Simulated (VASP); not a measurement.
# LiH (P6_3/mmc) in VASP: settings compared

Aim: see how the results for LiH move with the level of theory and the settings. Levels: PBE, r2SCAN. Tasks: single point.

Program: VASP 6.6.1. These are calculated values, not measurements. Logs are shortened: lines on timing, memory, paths and dates and some standing lists are left out, and cuts for length are marked.

### Step 1. The cell of the first run

The structure is hexagonal, space group P6_3/mmc (No. 194). The conventional cell has a = 3.229 Å, b = 3.229 Å, c = 4.037 Å, α = 90.00°, β = 90.00°, γ = 120.00°. Li (site symmetry -6m2) is surrounded by 5 H at 1.86 to 2.02 Å. H (site symmetry -6m2) is surrounded by 5 Li at 1.86 to 2.02 Å.

The cell was built by a generator and needn't be a form met in nature.

### Step 2. Single point, PBE (hydrostatic strain -0.8%)

File INCAR:

```
SYSTEM = LiH
PREC     = Accurate       ! precision mode
ENCUT    = 520            ! plane-wave cutoff, eV
EDIFF    = 1E-7           ! SCF threshold, eV
ISMEAR   = -1             ! smearing method
SIGMA    = 0.02           ! smearing width, eV
LREAL    = .FALSE.        ! projectors in reciprocal space
LASPH    = .TRUE.         ! aspherical terms in the spheres
NELM     = 100            ! most SCF steps
ALGO     = Fast           ! electronic algorithm
ISIF     = 2              ! what is computed and relaxed
LWAVE    = .FALSE.        ! write WAVECAR
LCHARG   = .FALSE.        ! write CHGCAR
GGA      = PE             ! functional
NBANDS   = 12             ! bands
```

File KPOINTS:

```
regular mesh
0
G
  12 12 6
  0 0 0
```

File POSCAR:

```
LiH
1.0
    3.2294357923      0.0000000000      0.0000000000
   -1.6147178961      2.7967734360      0.0000000000
    0.0000000000      0.0000000000      4.0373295223
Li H
2 2
Direct
    0.3333333333      0.6666666667      0.2500000000
    0.6666666667      0.3333333333      0.7500000000
    0.6666666667      0.3333333333      0.2500000000
    0.3333333333      0.6666666667      0.7500000000
```

Potentials or basis: VASP PAW PBE potentials, release 64 (Li_sv, H).

Run with:

```sh
$ cat potpaw_PBE.64/Li_sv/POTCAR potpaw_PBE.64/H/POTCAR > POTCAR
$ mpirun -np 1 vasp_std > vasp.out
```

OUTCAR:

```text
SYSTEM = LiH
   PREC = Accurate
   ENCUT = 520
   EDIFF = 1E-7
   ISMEAR = -1
   LREAL = .FALSE.
   LASPH = .TRUE.
   NELM = 100
   ISIF = 2
   GGA = PE

 ion  position               nearest neighbor table
   1  0.333  0.667  0.250-
   2  0.667  0.333  0.750-
   3  0.667  0.333  0.250-
   4  0.333  0.667  0.750-

  LATTYP: Found a hexagonal cell.
 ALAT       =     3.2294357923
 C/A-ratio  =     1.2501655961

  Lattice vectors:

 A1 = (   3.2294357923,   0.0000000000,   0.0000000000)
 A2 = (  -1.6147178961,   2.7967734360,   0.0000000000)
 A3 = (   0.0000000000,   0.0000000000,   4.0373295223)

Analysis of symmetry for initial positions (statically):
=====================================================================
 Subroutine PRICEL returns:
 Original cell was already a primitive cell.

 Routine SETGRP: Setting up the symmetry group for a
 hexagonal supercell.

 Subroutine GETGRP returns: Found 24 space group operations
 (whereof 12 operations were pure point group operations)
 out of a pool of 24 trial point group operations.

The static configuration has the point symmetry D_3d.
 The point group associated with its full space group is D_6h.

Analysis of symmetry for dynamics (positions and initial velocities):
=====================================================================
 Subroutine PRICEL returns:
 Original cell was already a primitive cell.

 Routine SETGRP: Setting up the symmetry group for a
 hexagonal supercell.

 Subroutine GETGRP returns: Found 24 space group operations
 (whereof 12 operations were pure point group operations)
 out of a pool of 24 trial point group operations.

The dynamic configuration has the point symmetry D_3d.
 The point group associated with its full space group is D_6h.

 Subroutine INISYM returns: Found 24 space group operations
 (whereof 12 operations are pure point group operations),
 and found     1 'primitive' translations

----------------------------------------------------------------------------------------

                                     Primitive cell

  volume of cell :      36.4652

  direct lattice vectors                    reciprocal lattice vectors
     3.229435792  0.000000000  0.000000000     0.309651612  0.178777442  0.000000000
    -1.614717896  2.796773436  0.000000000     0.000000000  0.357554883  0.000000000
     0.000000000  0.000000000  4.037329522     0.000000000  0.000000000  0.247688477

  length of vectors
     3.229435792  3.229435792  4.037329522     0.357554883  0.357554883  0.247688477

  position of ions in fractional coordinates (direct lattice)
     0.333333333  0.666666667  0.250000000
     0.666666667  0.333333333  0.750000000
     0.666666667  0.333333333  0.250000000
     0.333333333  0.666666667  0.750000000

  ion indices of the primitive-cell ions
   primitive index   ion index
                 1           1
                 2           2
                 3           3
                 4           4

----------------------------------------------------------------------------------------

 KPOINTS: regular mesh

Automatic generation of k-mesh.
 Grid dimensions read from file:
 generate k-points for:   12   12    6

 Generating k-lattice:

  Cartesian coordinates                     Fractional coordinates (reciprocal lattice)
     0.025804301  0.014898120  0.000000000     0.083333333  0.000000000  0.000000000
     0.000000000  0.029796240  0.000000000     0.000000000  0.083333333  0.000000000
     0.000000000  0.000000000  0.041281413     0.000000000  0.000000000  0.166666667

  Length of vectors
     0.029796240  0.029796240  0.041281413

  Shift w.r.t. Gamma in fractional coordinates (k-lattice)
     0.000000000  0.000000000  0.000000000

 Subroutine IBZKPT returns following result:
 ===========================================

 Found     76 irreducible k-points:

 Following reciprocal coordinates:
            Coordinates               Weight
  0.000000  0.000000  0.000000      1.000000
  0.083333  0.000000  0.000000      6.000000
  0.166667  0.000000  0.000000      6.000000
  0.250000  0.000000  0.000000      6.000000
  0.333333  0.000000  0.000000      6.000000
  0.416667  0.000000  0.000000      6.000000
[... 16 lines left out ...]
  0.250000  0.000000  0.166667     12.000000
  0.333333  0.000000  0.166667     12.000000
 [... further k-points ...]
   k-points           NKPTS =     76   k-points in BZ     NKDIM =     76   number of bands    NBANDS=     12
   number of dos      NEDOS =    301   number of ions     NIONS =      4
   total plane-waves  NPLWV =  17280
   dimension x,y,z NGX =    24 NGY =   24 NGZ =   30
   dimension x,y,z NGXF=    48 NGYF=   48 NGZF=   60
   ions per type =               2   2
   NGX,Y,Z   is equivalent  to a cutoff of  12.35, 12.35, 12.35 a.u.
   NGXF,Y,Z  is equivalent  to a cutoff of  24.71, 24.71, 24.71 a.u.
 SYSTEM =  LiH
   PREC   = accura    normal or accurate (medium, high low for compatibility)
   ISTART =      0    job   : 0-new  1-cont  2-samecut
   ICHARG =      2    charge: 1-file 2-atom 10-const
   ISPIN  =      1    spin polarized calculation?
   LNONCOLLINEAR =      F non collinear calculations
   LSORBIT =      F    spin-orbit coupling
   LASPH  =      T    aspherical Exc in radial PAW
   ENCUT  =  520.0 eV  38.22 Ry    6.18 a.u.   6.00  6.00  7.51*2*pi/ulx,y,z
   NELM   =    100;   NELMIN=  2; NELMDL= -5     # of ELM steps
   EDIFF  = 0.1E-06   stopping-criterion for ELM
   LREAL  =      F    real-space projection
   EDIFFG = 0.1E-05   stopping-criterion for IOM
   NSW    =      0    number of steps for IOM
   IBRION =     -1    ionic relax: 0-MD 1-quasi-New 2-CG
   NFREE  =      0    steps in history (QN), initial steepest desc. (CG)
   ISIF   =      2    stress and relaxation
   ISYM   =      2    0-nonsym 1-usesym 2-fastsym
   POTIM  = 0.5000    time-step for ionic-motion
   TEBEG  =    0.0;   TEEND  =   0.0 temperature during run
   PSTRESS=    0.0 pullay stress
   NELECT =       8.0000    total number of electrons
   NUPDOWN=      -1.0000    fix difference up-down
   EMIN   =  10.00;   EMAX   =-10.00  energy-range for DOS
   EFERMI =   0.00;   METHOD = LEGACY
   ISMEAR =    -1;   SIGMA  =   0.02  broadening in eV -4-tet -1-fermi 0-gaus
   EFERMI_NEDOS =   21; number of points for ismear=-14 and -15
   IALGO  =     68    algorithm
   IMIX   =      4    mixing-type and parameters
     AMIX     =   0.40;   BMIX     =  1.00
     AMIX_MAG =   1.60;   BMIX_MAG =  1.00
  volume/ion in A,a.u.               =       9.12        61.52
  Fermi-wavevector in a.u.,A,eV,Ry     =   0.987367  1.865854 13.264243  0.974894
  Thomas-Fermi vector in A             =   2.118816
   LORBIT       =      0    0 simple, 1 ext, 2 COOP (PROOUT), +10 PAW based schemes
   GGA     = PE    functional components
   LHFCALC =     F    Hartree Fock is set to
   AEXX    =    0.0000 exact exchange contribution
   IVDW    =     0    specifies the selected vdW correction
   LEPSILON=     F    determine dielectric tensor
   LRPA    =     F    only Hartree local field effects (RPA)
 non-spin polarized calculation
 RMM-DIIS sequential band-by-band and
  energy-cutoff  :      520.00
  volume of cell :       36.47
 maximum number of plane-waves:       998
   NGX = 13   NGY = 13   NGZ = 15

 number of electron       8.0000014 magnetization

 Free energy of the ion-electron system (eV)
  ---------------------------------------------------
  ext. energy  EPLUGINS =         0.00000000
  ---------------------------------------------------
  free energy    TOTEN  =       -12.16028381 eV

  energy without entropy =      -12.16028381  energy(sigma->0) =      -12.16028381

 E-fermi :   0.4238     XC(G=0):  -7.9551

 val. band max:       -0.0588080873   @ k =   0.0000   0.0000   0.0000
 cond. band min:       1.7275122387   @ k =   0.3333   0.3333   0.0000
 fundamental gap:      1.7863203260
 Fermi energy:         0.4238313774

 k-point     1 :       0.0000    0.0000    0.0000
  band No.  band energies     occupation
      1     -44.6651      2.00000
      2     -44.6027      2.00000
      3      -5.3774      2.00000
      4      -0.0588      2.00000
      5       2.9916      0.00000
      6      10.7495      0.00000
      7      10.7495      0.00000
      8      11.5251      0.00000
      9      13.4812      0.00000
     10      13.4812      0.00000
     11      15.2809      0.00000
     12      17.9659      0.00000

 k-point     2 :       0.0833    0.0000    0.0000
  band No.  band energies     occupation
      1     -44.6636      2.00000
      2     -44.6031      2.00000
      3      -5.2945      2.00000
      4      -0.1032      2.00000
      5       3.1189      0.00000
      6       9.7599      0.00000
      7      10.1836      0.00000
      8      11.1745      0.00000
      9      14.2225      0.00000
     10      14.5503      0.00000
     11      15.1178      0.00000
     12      17.1296      0.00000

 k-point     3 :       0.1667    0.0000    0.0000
  band No.  band energies     occupation
      1     -44.6594      2.00000
      2     -44.6044      2.00000
      3      -5.0467      2.00000
      4      -0.2507      2.00000
      5       3.4996      0.00000
      6       7.9380      0.00000
      7       9.2433      0.00000
      8      11.1511      0.00000
      9      14.6078      0.00000
     10      15.3292      0.00000
     11      15.3488      0.00000
     12      15.3747      0.00000
[... 286 lines left out ...]
 k-point    23 :       0.2500    0.0000    0.1667
  band No.  band energies     occupation
      1     -44.6500      2.00000
      2     -44.6097      2.00000
      3      -4.4924      2.00000
      4      -1.1635      2.00000
      5       4.7816      0.00000
      6       6.7889      0.00000
      7       8.6634      0.00000
      8      10.2695      0.00000
      9      13.2598      0.00000
     10      14.2123      0.00000
     11      14.2779      0.00000
     12      16.0417      0.00000

 k-point    24 :       0.3333    0.0000    0.1667
  band No.  band energies     occupation
      1     -44.6434      2.00000
      2     -44.6123      2.00000
      3      -3.9562      2.00000
      4      -1.3791      2.00000
      5       4.5640      0.00000
      6       6.3400      0.00000
      7       8.0499      0.00000
      8       9.1674      0.00000
      9      12.7177      0.00000
     10      13.6824      0.00000
     11      14.2157      0.00000
     12      15.6800      0.00000

 [... further k-points ...]

------------------------ aborting loop because EDIFF is reached ----------------------------------------

  FORCE on cell =-STRESS in cart. coord.  units (eV):
  Direction    XX          YY          ZZ          XY          YZ          ZX
  --------------------------------------------------------------------------------------
  -------------------------------------------------------------------------------------
  Total        0.1268198      0.1268198      0.1318730      0.0000000      0.0000000      0.0000000
  in kB        5.5721065      5.5721065      5.7941308      0.0000000      0.0000000      0.0000000
  external PRESSURE =       5.6461146 kB  Pullay stress =       0.0000000 kB

 VOLUME and BASIS-vectors are now :
 -----------------------------------------------------------------------------
  energy-cutoff  :      520.00
  volume of cell :       36.47
      direct lattice vectors                 reciprocal lattice vectors
     3.229435792  0.000000000  0.000000000     0.309651612  0.178777442  0.000000000
    -1.614717896  2.796773436  0.000000000     0.000000000  0.357554883  0.000000000
     0.000000000  0.000000000  4.037329522     0.000000000  0.000000000  0.247688477

 POSITION                                       TOTAL-FORCE (eV/Angst)
 -----------------------------------------------------------------------------------
     -0.00000      1.86452      1.00933         0.000000     -0.000000      0.000000
      1.61472      0.93226      3.02800        -0.000000      0.000000      0.000000
      1.61472      0.93226      1.00933        -0.000000      0.000000      0.000000
     -0.00000      1.86452      3.02800         0.000000      0.000000      0.000000
 -----------------------------------------------------------------------------------
    total drift:                               -0.000000     -0.000000      0.000000

  FREE ENERGIE OF THE ION-ELECTRON SYSTEM (eV)
  ---------------------------------------------------
  free  energy   TOTEN  =       -12.1602838073 eV

  energy  without entropy=      -12.1602838073  energy(sigma->0) =      -12.16028381
```

Run time: 50 s. Hardware: 1 thread of Intel Xeon Platinum 8488C (Sapphire Rapids), shared host; peak memory 0.15 GiB.

Results:

| Quantity | Value |
| --- | --- |
| Free energy | -12.1603 eV |
| Band gap on the k mesh | 1.79 eV, indirect (least direct gap 3.05 eV) |

Caveat: the cutoff is under 1.25 times the usual one of these potentials, so pressure, stress and relaxed cells hold a basis-set (Pulay) error.

(Part 1 of 2 ends here.)
